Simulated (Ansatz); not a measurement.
# CuO (P1) in Ansatz: notebook

One crystal, CuO, is run at these levels: PBE; tasks: single point.

Everything below comes from runs of Ansatz 0.2.0. Logs are shortened: lines on timing, memory, paths and dates and some standing lists are left out, and cuts for length are marked.

## (1) The cell of the first run

The typed cell holds 6 atoms: a = 4.161 Å, b = 4.161 Å, c = 3.888 Å, α = 90.00°, β = 90.00°, γ = 90.00°.

The cell comes from a database or a generator and needn't be the stable form of this composition.

## (2) Single point, PBE (all atoms moved at random, sigma 0.1 Å a component)

input.yaml reads:

```yaml
crystal:
  lattice:
    - [4.160937, 0.0, 0.0]
    - [0.0, 4.160937, 0.0]
    - [0.0, 0.0, 3.887643]
  atoms:
    - { symbol: Cu, position: [0.97755288, 0.9881666, 0.96033058] }
    - { symbol: Cu, position: [0.03966959, 0.52611003, 0.51816729] }
    - { symbol: Cu, position: [0.48115974, 0.99341849, 0.50592346] }
    - { symbol: O, position: [0.0110367, 0.50281741, 0.97548] }
    - { symbol: O, position: [0.46135738, 0.9887535, 0.98674171] }
    - { symbol: O, position: [0.02922369, 0.00073396, 0.55335695] }
kpoints:
  mp_grid: { grid: [7, 7, 7] }
scf:
  occupations: { method: fermi_dirac, width: 0.05 }
hamiltonian:
  xc: pbe
  pseudopotentials: { kind: all_electron, lapw: { basis_error: 0.001 } }
output:
  forces: true
  stress: true
  eigenvalues: true
  populations: true
```

Potentials or basis: all-electron LAPW, scalar-relativistic.

The run is started by

```sh
$ ansatz run input.yaml --threads 4 --pin off --max-ram 12288MiB --backend cpu --events-out ev --progress --plain --runs-dir out
```

What it wrote:

```text
Warning: RAYON_NUM_THREADS=4 ignored (pool sized by the plan → 4); use --threads N
Cu: projections on atomic orbitals take those of the free atom 1s2 2s2 2p6 3s2 3p6 3d10 4s1, of charge +0.00 (hamiltonian.pseudopotentials.projection_atoms)
O: projections on atomic orbitals take those of the free atom 1s2 2s2 2p4, of charge +0.00 (hamiltonian.pseudopotentials.projection_atoms)
LAPW: plane waves up to 13.238 Å⁻¹, error target 1.0e-3 eV per atom; small_component_spin mean_spin; O in spheres of 0.705 Å, 8 of its electrons in bands, Dirac shells []; Cu in spheres of 0.892 Å, 25 of its electrons in bands, Dirac shells [] (how accurate: hamiltonian.pseudopotentials.lapw.basis_error, Limitations)
Engine: ansatz 0.2.0, x86_64-unknown-linux-gnu
Pseudopotentials: kind: all_electron
Pseudopotential: Cu, LAPW, valence charge 25, lapw/all_electron/scalar/gaussian/Cu, Koelling and Harmon's equation, gaussian nucleus
Pseudopotential: O, LAPW, valence charge 8, lapw/all_electron/scalar/gaussian/O, Koelling and Harmon's equation, gaussian nucleus
Functional definition: PBE
  parameter kappa = 0.804
  parameter beta = 0.06672455060314922
  exchange = pbe_x(kappa = kappa, mu = beta*pi^2/3)
  correlation = pbe_c(beta = beta)
Crystal: 6 atoms, lattice volume = 67.308 Å³
Basis set: ecut = 667.6364485697721 eV, 2633 PW (Γ), exchange–correlation at level 2
Bands: 60, of which v1, the nominal top of the filled ones, is band 50 counted from 1 (49 counted from 0)
Symmetry: 1 space group operations
Space group: P1 (ITA 1), of the structure as read, at distance tolerance 4.1e-5 Å
k-points: 172 of 343 (time reversal used)
Non-local potential: Cu, projectors of the file, none
Non-local potential: O, projectors of the file, none
Initial density: superposition of atomic densities (chi_scale 0.1, normalization cell, long waves kept (reshape's long-wave potential 0.04 eV rms))
Initial wavefunctions: plane waves of lowest kinetic energy (no species holds an atomic orbital)
Functional: x = pbe(κ = 0.804, μ = 0.2195149727645171), c = pbe(β = 0.06672455060314922)
iter 1 solved again at ethr=3.05e-2 eV; its pass at ethr=1.00e-1 eV (dr2=3.02e1 eV) is discarded
SCF iter   1: F=—  HF=-141250.789628 eV  |F-HF|=—  |Δ(HF+E_count)|=         —  Δρ=1.97e-1  dr2=3.02e1  ethr=3.05e-2  ⟨swp⟩=2.0  Hψ=61207  notcnv=0
preconditioner: auto → LDOS  [metal: Δε(μ)=0.001 eV  Ē_g=12.632 eV  σ=0.050 eV  W_gap=0.01  n_scr=26 (ndim 8)  ℏωp=32.3 eV  f_vac=0.164  D(μ)=5.79/eV (n_scr^D=80)  β→1.0]
SCF iter   2: F=—  HF=-141241.454644 eV  |F-HF|=—  |Δ(HF+E_count)|=    9.33e0  Δρ=8.28e-2  dr2=4.23e0  ethr=3.05e-2  ⟨swp⟩=3.0  Hψ=30968  notcnv=0
SCF iter   3: F=—  HF=-141241.135841 eV  |F-HF|=—  |Δ(HF+E_count)|=   3.19e-1  Δρ=4.18e-2  dr2=1.09e0  ethr=4.27e-3  ⟨swp⟩=3.0  Hψ=30297  notcnv=0
SCF iter   4: F=—  HF=-141240.471372 eV  |F-HF|=—  |Δ(HF+E_count)|=         —  Δρ=2.06e-2  dr2=4.29e-1  ethr=1.11e-3  ⟨swp⟩=3.0  Hψ=30645  notcnv=0
the basis was enlarged: its passes take 950.1 KiB over the memory plan, 4 of 4 planned eigensolver slots
iter 5 solved again at ethr=2.91e-5 eV; its pass at ethr=4.34e-4 eV (dr2=2.89e-2 eV) is discarded
SCF iter   5: F=—  HF=-141240.399474 eV  |F-HF|=—  |Δ(HF+E_count)|=   7.19e-2  Δρ=6.25e-3  dr2=2.88e-2  ethr=2.91e-5  ⟨swp⟩=2.0  Hψ=51652  notcnv=0
SCF iter   6: F=—  HF=-141240.393353 eV  |F-HF|=—  |Δ(HF+E_count)|=   6.12e-3  Δρ=1.68e-3  dr2=1.95e-3  ethr=2.91e-5  ⟨swp⟩=3.0  Hψ=31895  notcnv=0
SCF iter   7: F=—  HF=-141240.392861 eV  |F-HF|=—  |Δ(HF+E_count)|=   4.92e-4  Δρ=3.85e-4  dr2=1.60e-4  ethr=1.97e-6  ⟨swp⟩=3.0  Hψ=30878  notcnv=0
SCF iter   8: F=—  HF=-141240.392850 eV  |F-HF|=—  |Δ(HF+E_count)|=   1.11e-5  Δρ=1.50e-4  dr2=1.35e-5  ethr=1.61e-7  ⟨swp⟩=3.0  Hψ=29693  notcnv=0
SCF iter   9: F=—  HF=-141240.392851 eV  |F-HF|=—  |Δ(HF+E_count)|=   1.22e-6  Δρ=4.81e-5  dr2=1.53e-6  ethr=1.36e-8  ⟨swp⟩=3.0  Hψ=28792  notcnv=0
SCF iter  10: F=—  HF=-141240.392851 eV  |F-HF|=—  |Δ(HF+E_count)|=   2.22e-7  Δρ=1.48e-5  dr2=1.77e-7  ethr=1.55e-9  ⟨swp⟩=2.9  Hψ=28489  notcnv=0
SCF iter  11: F=-141240.392851 eV  HF=-141240.392851 eV  |F-HF|=2.22e-8  |Δ(HF+E_count)|=   9.72e-9  Δρ=4.59e-6  dr2=1.81e-8  ethr=1.79e-10  ⟨swp⟩=3.0  Hψ=29605  notcnv=0
SCF 1 converged in 11 iterations: F = -141240.392851 eV  dr2 = 1.81e-8
SCF converged after 11 iterations
Free energy (F): -141240.392851 eV
Harris-Foulkes:  -141240.392851 eV  (|F-HF|=2.22e-8)
Internal energy: -141240.361658 eV  (E = F + TS)
E sigma→0 (E₀):  -141240.377255 eV
Entropy (-TS):   -0.031193 eV (-5.199 meV/atom)
Fermi energy:    10.106385 eV
--- Per-component energies (eV) ---
  E_band       = -20685.508296
  E_kinetic    = 143572.331698
  E_xc         = -6217.479259
  E_electrostatic = -278595.214096  (all electrons and nuclei)
  E_smearing   = -0.031193  (= −TS)
  E_closure    = 0.000000  (closes the sum)
  E_atoms      = -141214.307880  (free atoms, spherical and without spin; not in F)
  Σ components = -141240.392851   (vs F -141240.392851, Δ=0.00e0)
  Basis errors (estimates in eV, not in F): energy 5.3e-4 per atom: plane waves 4.9e-4 (3.0e-4 summed), levels above the bands 1.5e-120, relativity 1.6e-7, radial functions 3.3e-5, core shells 2.1e-7; eigenvalues (radial functions only) 2.0e-6; not estimated: angular momenta, meshes, grids; target (lapw.basis_error) 1.0e-3; muffin-tin radii O 0.705 Å, Cu 0.892 Å
--- Forces (eV/Å), atoms counted from 1 ---
  atom   1  Cu    -1.44063171     0.38504893     9.79054637
  atom   2  Cu    -0.07083190    -1.07116531    -2.65625045
  atom   3  Cu     1.52217572     0.14791781    -1.38344855
  atom   4  O     -0.36306373    -0.46276921     2.45363987
  atom   5  O      1.15177099     0.11540019     1.32888064
  atom   6  O     -0.79941049     0.88555565    -9.53335197
  max |Σ_I F_I| component: 1.59e-5 eV/Å
--- Stress (GPa, compression-positive) ---
        9.794556       0.295393      -4.642967
        0.295393       7.416895      -1.102295
       -4.642967      -1.102295      31.705569
  P = ⅓ Tr σ = 16.3057 GPa (163.057 kbar)
--- Band table (eV; the first three rows and the last of 172) ---
  k-point 0: bands = ["-904.9503", "-904.8221", "-904.8143", "-904.2164", "-904.2007", "-904.1562", "-904.1510", "-904.0569", "-904.0530", "-497.1139", "-495.5730", "-495.5339", "-102.9543", "-102.1913", "-102.1804", "-60.6071", "-60.2105", "-60.1959", "-59.7144", "-59.6730", "-59.6454", "-59.6314", "-59.3969", "-59.3887", "-10.4842", "-7.8944", "-7.3889", "3.3284", "3.4291", "3.4344", "6.0257", "6.2106", "6.3439", "6.5893", "6.8731", "7.0736", "7.1550", "7.3777", "7.5014", "7.6603", "7.8060", "7.8797", "8.0310", "8.1563", "8.3268", "8.4215", "8.6243", "8.7057", "8.8257", "8.9968", "9.1175", "11.2403", "15.9794", "17.3818", "18.6684", "18.8502", "20.9362", "21.9623", "23.2423", "24.2101"]
  k-point 1: bands = ["-904.9503", "-904.8221", "-904.8143", "-904.2164", "-904.2007", "-904.1562", "-904.1510", "-904.0569", "-904.0530", "-497.1139", "-495.5730", "-495.5339", "-102.9543", "-102.1913", "-102.1804", "-60.6072", "-60.2105", "-60.1959", "-59.7144", "-59.6730", "-59.6454", "-59.6314", "-59.3969", "-59.3887", "-10.4332", "-7.8908", "-7.3504", "3.0770", "3.4322", "3.4895", "5.5125", "5.8520", "6.0409", "6.1993", "6.9079", "7.0648", "7.3171", "7.3986", "7.5308", "7.6101", "7.7207", "7.8087", "8.0661", "8.2987", "8.3948", "8.5409", "8.7532", "8.9635", "9.0636", "9.1817", "9.3272", "11.9023", "16.2067", "17.7386", "18.4454", "18.6441", "20.3158", "22.6277", "23.1901", "23.8759"]
  k-point 2: bands = ["-904.9503", "-904.8221", "-904.8143", "-904.2164", "-904.2007", "-904.1562", "-904.1510", "-904.0569", "-904.0530", "-497.1139", "-495.5730", "-495.5339", "-102.9543", "-102.1913", "-102.1804", "-60.6072", "-60.2105", "-60.1958", "-59.7145", "-59.6731", "-59.6455", "-59.6314", "-59.3969", "-59.3887", "-10.3129", "-7.8884", "-7.2612", "2.6872", "3.4466", "3.5149", "4.6187", "5.0866", "5.6059", "5.7103", "6.9527", "7.0553", "7.1728", "7.2586", "7.5214", "7.5949", "7.8101", "8.0002", "8.1627", "8.4588", "8.5689", "8.7692", "8.9330", "9.2090", "9.5053", "9.5358", "9.8162", "13.3027", "16.5965", "17.8963", "17.9893", "18.9526", "19.5916", "22.9722", "23.3396", "23.8475"]
  k-point 171: bands = ["-904.9503", "-904.8221", "-904.8143", "-904.2164", "-904.2007", "-904.1562", "-904.1510", "-904.0569", "-904.0530", "-497.1139", "-495.5730", "-495.5339", "-102.9543", "-102.1913", "-102.1804", "-60.6072", "-60.2105", "-60.1959", "-59.7144", "-59.6731", "-59.6464", "-59.6304", "-59.3983", "-59.3875", "-10.2635", "-7.7232", "-7.5289", "2.6796", "3.1700", "3.3674", "4.6905", "5.4649", "5.6069", "5.9319", "6.1830", "7.0969", "7.2179", "7.4461", "7.5855", "7.7715", "7.8802", "7.9481", "8.0489", "8.2857", "8.5644", "8.9058", "8.9986", "9.2161", "9.6024", "9.8831", "10.1390", "13.5655", "14.7061", "17.3068", "18.3480", "20.5101", "21.3152", "21.9006", "22.9345", "23.7137"]
--- Löwdin populations: 6 sites ---
  site symbol       q [e]
     0     Cu     27.7668
     1     Cu     28.0582
     2     Cu     28.0611
     3      O      8.9139
     4      O      8.9184
     5      O      8.9000
  spilling = 0.003437 (of n_electrons = 111.000000)
```

Run time: 5.9 min. Hardware: 4 threads of Intel Xeon Platinum 8375C at 2.90GHz (Ice Lake), shared host; peak memory 2.5 GiB.

What came out:

```yaml
Free_energy: -141240.3929 eV
Pressure: 16.3 GPa
Largest_force: 9.903 eV/Å
Band_gap_on_the_k_mesh: none (metal or under the smearing width)
Loewdin_charges: Cu +1.23, +0.94; O -0.91, -0.92, -0.90 e
```

Forces on the atoms (eV/Å):
```
Cu  -1.441  0.385  9.791
Cu  -0.071 -1.071 -2.656
Cu   1.522  0.148 -1.383
O   -0.363 -0.463  2.454
O    1.152  0.115  1.329
O   -0.799  0.886 -9.533
```

Caveat: the atomic charges don't sum to the cell's charge; so large a pressure means that the cell lies far from this level's equilibrium, or that cutoff or potentials fall short; an odd number of electrons without spin polarisation forces a metal; a magnetic or distorted state may lie lower; the run has no spin polarisation, though such a crystal can be magnetic; semilocal functionals often make such compounds metallic where correlation or magnetic order opens a gap, which also shifts bond lengths.

## (3) Single point, PBE (atoms moved at random, drawn with an rms of 0.05 Å)

input.yaml reads:

```yaml
crystal:
  lattice:
    - [4.160937, 0.0, 0.0]
    - [0.0, 4.160937, 0.0]
    - [0.0, 0.0, 3.887643]
  atoms:
    - { symbol: Cu, position: [0.982183, 0.993632, 0.949392] }
    - { symbol: Cu, position: [0.038394, 0.525617, 0.511825] }
    - { symbol: Cu, position: [0.491989, 0.988995, 0.506008] }
    - { symbol: O, position: [0.014496, 0.497643, 0.977748] }
    - { symbol: O, position: [0.465834, 0.982358, 0.986021] }
    - { symbol: O, position: [0.029241, -0.003457, 0.562476] }
kpoints:
  mp_grid: { grid: [7, 7, 7] }
scf:
  occupations: { method: fermi_dirac, width: 0.05 }
hamiltonian:
  xc: pbe
  pseudopotentials: { kind: all_electron, lapw: { basis_error: 0.001 } }
output:
  forces: true
  stress: true
  eigenvalues: true
  populations: true
```

Potentials or basis: all-electron LAPW, scalar-relativistic.

The run is started by

```sh
$ ansatz run input.yaml --threads 4 --pin off --max-ram 12288MiB --backend cpu --events-out ev --progress --plain --runs-dir out
```

What it wrote:

```text
Warning: RAYON_NUM_THREADS=4 ignored (pool sized by the plan → 4); use --threads N
Cu: projections on atomic orbitals take those of the free atom 1s2 2s2 2p6 3s2 3p6 3d10 4s1, of charge +0.00 (hamiltonian.pseudopotentials.projection_atoms)
O: projections on atomic orbitals take those of the free atom 1s2 2s2 2p4, of charge +0.00 (hamiltonian.pseudopotentials.projection_atoms)
LAPW: plane waves up to 13.956 Å⁻¹, error target 1.0e-3 eV per atom; small_component_spin mean_spin; O in spheres of 0.667 Å, 8 of its electrons in bands, Dirac shells []; Cu in spheres of 0.850 Å, 25 of its electrons in bands, Dirac shells [] (how accurate: hamiltonian.pseudopotentials.lapw.basis_error, Limitations)
[... 9 set-up lines as earlier in the session ...]
Crystal: 6 atoms, lattice volume = 67.308 Å³
Basis set: ecut = 742.0197597974425 eV, 3101 PW (Γ), exchange–correlation at level 2
Bands: 60, of which v1, the nominal top of the filled ones, is band 50 counted from 1 (49 counted from 0)
[... 1 set-up line as earlier in the session ...]
[... 39 lines left out ...]
  Basis errors (estimates in eV, not in F): energy 5.6e-4 per atom: plane waves 5.1e-4 (3.1e-4 summed), levels above the bands 1.2e-120, relativity 4.5e-8, radial functions 5.3e-5, core shells 8.5e-7; eigenvalues (radial functions only) 1.6e-6; not estimated: angular momenta, meshes, grids; target (lapw.basis_error) 1.0e-3; muffin-tin radii O 0.667 Å, Cu 0.850 Å
--- Forces (eV/Å), atoms counted from 1 ---
  atom   1  Cu    -1.95527764     0.23750904    14.56254120
  atom   2  Cu    -0.05953778    -1.07341323    -2.23401099
  atom   3  Cu     1.02159435     0.11861396    -1.49837490
  atom   4  O     -0.31889219    -0.24183343     1.94759301
  atom   5  O      1.11880082     0.15356048     1.38477898
  atom   6  O      0.19332297     0.80557443   -14.16254813
  max |Σ_I F_I| component: 2.08e-5 eV/Å
--- Stress (GPa, compression-positive) ---
        9.775486       0.255505      -6.084511
        0.255505       8.160330      -0.420057
       -6.084511      -0.420057      44.431010
  P = ⅓ Tr σ = 20.7889 GPa (207.889 kbar)
--- Band table (eV; the first three rows and the last of 172) ---
  k-point 0: bands = ["-905.1779", "-904.9705", "-904.9646", "-904.1510", "-904.1460", "-904.0978", "-904.0941", "-904.0011", "-903.9988", "-497.1961", "-495.5274", "-495.5048", "-103.1768", "-102.1319", "-102.1252", "-60.9837", "-60.3666", "-60.3545", "-59.6398", "-59.6210", "-59.5858", "-59.5797", "-59.3455", "-59.3380", "-10.7403", "-7.8690", "-7.3371", "3.0177", "3.1321", "3.1583", "5.8381", "6.0208", "6.1146", "6.6092", "6.8750", "7.1202", "7.3652", "7.4301", "7.4892", "7.6821", "7.8653", "7.9232", "8.0537", "8.2265", "8.3962", "8.5247", "8.6248", "8.7327", "8.8122", "9.0201", "9.2439", "11.2410", "15.8743", "17.4271", "18.6142", "18.7671", "20.9743", "21.9866", "23.2416", "24.1702"]
  k-point 1: bands = ["-905.1779", "-904.9705", "-904.9646", "-904.1510", "-904.1460", "-904.0978", "-904.0941", "-904.0011", "-903.9988", "-497.1961", "-495.5274", "-495.5048", "-103.1768", "-102.1319", "-102.1252", "-60.9838", "-60.3666", "-60.3544", "-59.6398", "-59.6210", "-59.5858", "-59.5797", "-59.3455", "-59.3380", "-10.6941", "-7.8600", "-7.2979", "2.7722", "3.1294", "3.1874", "5.3858", "5.7455", "5.9368", "6.1846", "6.8948", "7.1248", "7.4005", "7.4557", "7.5160", "7.6183", "7.7473", "7.8671", "8.0916", "8.3495", "8.4386", "8.6190", "8.8132", "8.9726", "9.0752", "9.2451", "9.3544", "11.9159", "16.0930", "17.7942", "18.3852", "18.5527", "20.3442", "22.6453", "23.1822", "23.9109"]
  k-point 2: bands = ["-905.1779", "-904.9705", "-904.9646", "-904.1510", "-904.1460", "-904.0978", "-904.0941", "-904.0011", "-903.9988", "-497.1961", "-495.5274", "-495.5048", "-103.1768", "-102.1319", "-102.1252", "-60.9838", "-60.3666", "-60.3544", "-59.6399", "-59.6211", "-59.5858", "-59.5797", "-59.3455", "-59.3380", "-10.5858", "-7.8435", "-7.2076", "2.3555", "3.1212", "3.1827", "4.5829", "5.1188", "5.5941", "5.6460", "6.9508", "7.1370", "7.2185", "7.3119", "7.4590", "7.4968", "7.8854", "8.0640", "8.1922", "8.4802", "8.6197", "8.7905", "9.0050", "9.2319", "9.5265", "9.5846", "9.8251", "13.3178", "16.4741", "17.8386", "17.9175", "18.9856", "19.5813", "22.9773", "23.3913", "23.8042"]
  k-point 171: bands = ["-905.1779", "-904.9705", "-904.9646", "-904.1510", "-904.1460", "-904.0978", "-904.0941", "-904.0011", "-903.9988", "-497.1961", "-495.5274", "-495.5048", "-103.1768", "-102.1319", "-102.1253", "-60.9838", "-60.3666", "-60.3544", "-59.6398", "-59.6210", "-59.5877", "-59.5778", "-59.3471", "-59.3367", "-10.5412", "-7.6706", "-7.4898", "2.4290", "2.9178", "3.0421", "4.6192", "5.3803", "5.6398", "6.0147", "6.2199", "7.0382", "7.2364", "7.4028", "7.6561", "7.8050", "7.8922", "7.9423", "8.0435", "8.2590", "8.5573", "8.9222", "9.0206", "9.2244", "9.6588", "9.8876", "10.1981", "13.5477", "14.6794", "17.2961", "18.2238", "20.4974", "21.3400", "21.9162", "22.9836", "23.7002"]
--- Löwdin populations: 6 sites ---
  site symbol       q [e]
     0     Cu     27.7432
     1     Cu     28.0698
     2     Cu     28.0760
     3      O      8.9193
     4      O      8.9216
     5      O      8.8837
  spilling = 0.003480 (of n_electrons = 111.000000)
```

Wall time 6.8 min (4 threads of Intel Xeon Platinum 8375C at 2.90GHz (Ice Lake), shared host); peak memory 2.8 GiB.

Results:

- Free energy: -141239.5768 eV
- Pressure: 20.8 GPa
- Largest force: 14.695 eV/Å
- Band gap on the k mesh: none (metal or under the smearing width)
- Loewdin charges: Cu +1.26, +0.93, +0.92; O -0.92, -0.88 e

Forces on the atoms (eV/Å):
```
Cu   -1.955   0.238  14.563
Cu   -0.060  -1.073  -2.234
Cu    1.022   0.119  -1.498
O    -0.319  -0.242   1.948
O     1.119   0.154   1.385
O     0.193   0.806 -14.163
```

Stress tensor (GPa, compression positive):
```
 9.78  0.26 -6.08
 0.26  8.16 -0.42
-6.08 -0.42 44.43
```

Caveat: the atomic charges don't sum to the cell's charge; an odd number of electrons without spin polarisation forces a metal; a magnetic or distorted state may lie lower; the run has no spin polarisation, though such a crystal can be magnetic; semilocal functionals often make such compounds metallic where correlation or magnetic order opens a gap, which also shifts bond lengths.
